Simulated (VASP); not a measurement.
HgTe, 2 atoms in the cell. It takes space group I-4m2 (No. 119, tetragonal). The conventional cell has a = 6.091 Å, b = 6.091 Å, c = 3.119 Å, α = 90.00°, β = 90.00°, γ = 90.00°. Around Hg (site symmetry -4m2) lie 2 Hg at 3.12 Å and 4 Te at 3.14 Å. Around Te (site symmetry -4m2) lie 2 Te at 3.12 Å and 4 Hg at 3.14 Å. Measurements of this composition are mostly on another form, of space group No. 216.

```yaml
Program: VASP 6.6.1
Task: single point
Functional: HSE(alpha, omega)
Potentials_or_basis: VASP PAW PBE potentials, release 64 (Hg, Te)
Cutoff: 520 eV
k_mesh: 5 × 5 × 5
Occupations: fermi-dirac, width 0.05 eV
Spin: no spin polarisation
Screening_parameter: 0.3
Grid_for_exact_exchange_PRECFOCK: Fast
Further_INCAR_settings: ALGO = Normal; EDIFF = 1e-07
```

Potentials or basis: VASP PAW PBE potentials, release 64 (Hg, Te).

Launch:

```console
$ cat potpaw_PBE.64/Hg/POTCAR potpaw_PBE.64/Te/POTCAR > POTCAR
$ cp INCAR.step1 INCAR
$ mpirun -np 1 vasp_std > vasp.out
$ cp INCAR.step2 INCAR
$ mpirun -np 1 vasp_std > vasp.out
```

Hardware: 1 thread of Intel(R) Xeon(R) Platinum 8559C (Emerald Rapids) (shared host).

How long does it take, and how much memory?

Run time: 18 min on 1 thread of Intel(R) Xeon(R) Platinum 8559C (Emerald Rapids), on a shared host, peak memory 0.31 GiB. Counts: scf iterations 14, k points 18.
